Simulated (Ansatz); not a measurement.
PtSe2 (P-3m1)

The calculation used Ansatz, DFT r2SCAN, scalar-relativistic, plane waves, PAW.

Plane waves to 500 eV, a k mesh through Γ of 12×12×6 on the computed 3-atom cell and Gaussian smearing (0.02 eV); no spin polarisation.

The structure is relaxed at this level of theory with its symmetry kept.

```xyz
3
Lattice="3.7178 0.0000 0.0000 -1.8589 3.2197 0.0000 0.0000 0.0000 5.8156" Properties=species:S:1:pos:R:3 pbc="T T T"
Pt    0.0000    0.0000    0.0000
Se    0.0000    2.1465    1.3109
Se    1.8589    1.0732    4.5047
```

| Item | Value |
| --- | --- |
| Space group | P-3m1 (No. 164) |
| Volume per atom | 23.20 Å³ |
| Formation energy from the elements' standard states (uncorrected) | -0.457 eV/atom |
| Generalised Kohn–Sham band gap | 0.54 eV, indirect from (-0.117, 0.000, 0.052) to (0.000, 0.267, 0.315) |
| Löwdin character of the top 1 eV of the valence band | Se 4p 82 %, Pt 5d 15 % |
| Löwdin character of the lowest 1 eV of the conduction band | Se 4p 61 %, Pt 5d 32 % |
| Electron masses at the edge by Cartesian direction of the standard setting (m_e; degenerate bands sorted by energy; no spin-orbit coupling) | x: 0.35; y: 0.17; z: 0.26 |
| Hole masses at the edge by Cartesian direction of the standard setting (m_e; degenerate bands sorted by energy; no spin-orbit coupling) | x: 0.77; y: 1.6; z: 0.59 |
| Bader charges (e) | Pt (1 in the cell) 0.18, Se (2 in the cell) -0.09 |

Spin-orbit coupling is left out, which matters for the bands of heavy elements. Each cell of PtSe2 holds layers, and where no dispersion correction was added their binding is poorly described.

Cost: 8 runs of about 10 core-minutes in all, on Arm Neoverse V2 (shared hosts).